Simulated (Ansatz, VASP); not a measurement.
This is a calculation of C (Carbon) for VASP 6.6.1. 

The input INCAR:

```
SYSTEM = C
PREC = Accurate ; ENCUT = 600
EDIFF = 1E-7 ; ISMEAR = -1
SIGMA = 0.05 ; LREAL = .False.
LASPH = .True. ; NELM = 80
ALGO = Normal ; ISIF = 3
LWAVE = .False. ; LCHARG = .False.
GGA = RP ; IVDW = 13
IBRION = 2 ; NSW = 40
EDIFFG = -0.01
```

KPOINTS

```
regular mesh
0
Gamma
  12 12 4
  0 0 0
```

Contents of POSCAR:

```
C
1.0
    2.5221000000      0.0000000000      0.0000000000
   -1.2610500000      2.1842026709      0.0000000000
    0.0000000000      0.0000000000      8.2371000000
C
8
Direct
    0.6666666667      0.3333333333      0.8437500000
    0.3333333333      0.6666666667      0.3437500000
    0.6666666667      0.3333333333      0.6562500000
    0.3333333333      0.6666666667      0.1562500000
    0.0000000000      0.0000000000      0.9062500000
    0.0000000000      0.0000000000      0.4062500000
    0.0000000000      0.0000000000      0.5937500000
    0.0000000000      0.0000000000      0.0937500000
```

Potentials or basis: VASP PAW PBE potentials, release 64 (C).

Command:

```sh
$ cat potpaw_PBE.64/C/POTCAR > POTCAR
$ mpirun -np 1 vasp_std > vasp.out
```

Task: What does the same run look like in Ansatz 0.2.0? Potentials or basis there: Ansatz PAW, cutoff 420 eV.

Result: As run (cutoffs and basis follow the program's own potentials, and thresholds, step limits or extra output files can differ):

Contents of input.yaml:

```yaml
crystal:
  lattice:
    - [2.5221, 0.0, 0.0]
    - [-1.26105, 2.1842026709, 0.0]
    - [0.0, 0.0, 8.2371]
  atoms:
    - { symbol: C, position: [0.6666666667, 0.3333333333, 0.84375] }
    - { symbol: C, position: [0.3333333333, 0.6666666667, 0.34375] }
    - { symbol: C, position: [0.6666666667, 0.3333333333, 0.65625] }
    - { symbol: C, position: [0.3333333333, 0.6666666667, 0.15625] }
    - { symbol: C, position: [0.0, 0.0, 0.90625] }
    - { symbol: C, position: [0.0, 0.0, 0.40625] }
    - { symbol: C, position: [0.0, 0.0, 0.59375] }
    - { symbol: C, position: [0.0, 0.0, 0.09375] }
hamiltonian:
  xc: rpbe
  pseudopotentials: { kind: paw }
  dispersion: d4
kpoints:
  mp_grid: { grid: [12, 12, 4] }
scf:
  occupations: { method: fermi_dirac, width: 0.05 }
output:
  forces: true
  stress: true
relax:
  f_tol: 0.01
  max_steps: 40
  cell: { stress_tol: 0.05 }
```

Potentials or basis: Ansatz PAW.

Command:

```sh
$ ansatz run input.yaml --threads 4 --pin off --max-ram 11264MiB --backend cpu --events-out ev --progress --plain --runs-dir out
```

Both were run:

|  | VASP | Ansatz |
| --- | --- | --- |
| Relaxed volume | 5.59 Å³/atom | 5.60 Å³/atom |
| Relaxed cell | a = 2.502 Å, b = 2.502 Å, c = 8.253 Å, α = 90.00°, β = 90.00°, γ = 120.00° | a = 2.503 Å, b = 2.503 Å, c = 8.255 Å, α = 90.00°, β = 90.00°, γ = 120.00° |
| Space group after relaxing | P6_3/mmc (No. 194) | P6_3/mmc (No. 194) |
| Pressure after relaxing | 0.0 GPa | 0.0 GPa |

Ansatz's pressure holds a Pulay term of +0.89 GPa for its cutoff of 420 eV, which the other run lacks.

VASP's potentials were made for PBE. Ansatz's potentials were made for PBE.

Where Ansatz's input types no cutoff or centring, it takes its own default and a Γ-centred mesh.

Pressure is positive in compression.
